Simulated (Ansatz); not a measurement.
# Ge: the cost of one run

Computed with Ansatz 0.2.0 (DFT PBE, scalar-relativistic, plane waves, PAW, unless a step's input says otherwise).

1 further run of the same task is left out (it didn't finish).

## 1. The starting structure

The structure is orthorhombic, space group Cmcm (No. 63). The conventional cell has a = 11.328 Å, b = 6.892 Å, c = 6.312 Å, α = 90.00°, β = 90.00°, γ = 90.00°. Around Ge (site symmetry m) lie 3 Ge at 2.28 to 2.29 Å. Ge (site symmetry 1) is surrounded by 4 Ge at 2.29 to 2.31 Å.

As a file:

```cif
data_structure
_symmetry_space_group_name_H-M 'Cmcm'
_symmetry_Int_Tables_number 63
_cell_length_a 11.3277
_cell_length_b 6.8919
_cell_length_c 6.3124
_cell_angle_alpha 90.000
_cell_angle_beta 90.000
_cell_angle_gamma 90.000
_cell_volume 492.81
loop_
_atom_site_label
_atom_site_type_symbol
_atom_site_symmetry_multiplicity
_atom_site_Wyckoff_symbol
_atom_site_fract_x
_atom_site_fract_y
_atom_site_fract_z
_atom_site_occupancy
Ge1 Ge 8 f 0.50000 0.27337 0.06901 1
Ge2 Ge 16 h 0.32609 0.84358 0.43330 1
```

The cell is invented: 3-, 4-connected net of one element (Cmcm, No. 63). The dimensions are guesses.

## 2. A first look at the guess

input.yaml reads:

```yaml
crystal:
  lattice:
    - [5.66383206, -3.4459557, 0.0]
    - [5.66383206, 3.4459557, 0.0]
    - [0.0, 0.0, 6.31243429]
  atoms:
    - { symbol: Ge, position: [0.22662675, 0.77337325, 0.06901494] }
    - { symbol: Ge, position: [0.77337325, 0.22662675, 0.56901494] }
    - { symbol: Ge, position: [0.22662675, 0.77337325, 0.43098506] }
    - { symbol: Ge, position: [0.77337325, 0.22662675, 0.93098506] }
    - { symbol: Ge, position: [0.48250874, 0.16966231, 0.43330172] }
    - { symbol: Ge, position: [0.51749126, 0.83033769, 0.93330172] }
    - { symbol: Ge, position: [0.83033769, 0.51749126, 0.06669828] }
    - { symbol: Ge, position: [0.16966231, 0.48250874, 0.56669828] }
    - { symbol: Ge, position: [0.51749126, 0.83033769, 0.56669828] }
    - { symbol: Ge, position: [0.48250874, 0.16966231, 0.06669828] }
    - { symbol: Ge, position: [0.16966231, 0.48250874, 0.93330172] }
    - { symbol: Ge, position: [0.83033769, 0.51749126, 0.43330172] }
basis:
  ecutwfc: 420
kpoints:
  mp_grid: { grid: [4, 4, 4] }
hamiltonian:
  xc: pbe
scf:
  occupations: { method: gaussian, width: 0.1 }
  lower_state_search: "off"
output:
  forces: true
  stress: true
  eigenvalues: true
```

Command:

```bash
$ ansatz run input.yaml --threads 1 --pin off --max-ram 2560MiB --backend cpu --events-out ev --progress --plain --runs-dir out
```

Q: Estimate wall time and peak memory on 1 thread of Arm Neoverse V1, shared host.

About 30 s, with a peak of 0.67 GiB.
